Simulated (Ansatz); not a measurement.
HgTe (Coloradoite) in Ansatz: the effect of functional

Crystal: HgTe (Coloradoite).

```
CELL_PARAMETERS angstrom
0.00000 3.17106 3.17106
3.17106 0.00000 3.17106
3.17106 3.17106 0.00000
ATOMIC_POSITIONS crystal
Hg 0.00000 0.00000 0.00000
Te 0.75000 0.75000 0.75000
```

The cell isn't the ideal one: volume scaled by 0.96.

Alike in all runs:

| Property | Result |
| --- | --- |
| Program | Ansatz 0.2.0 |
| Task | single point |
| Potentials or basis | Ansatz PAW |
| k mesh | 7 × 7 × 7 |
| Occupations | fermi-dirac, width 0.05 eV |
| Spin | no spin polarisation |

```tsv
functional	cutoff	pressure (GPa)
LDA	420 eV (not typed: the program's choice for these potentials)	?
r2SCAN	500 eV (not typed: the program's choice for these potentials)	5.7
PBE	420 eV (not typed: the program's choice for these potentials)	7.1
```

**Question.** What does the run with functional LDA give?

**Answer.** Pressure 2.3 GPa.

Caveats: the PAW data sets come from PBE, with cores solved anew for the run's functional, which leaves a small shift of forces and pressure (some runs).
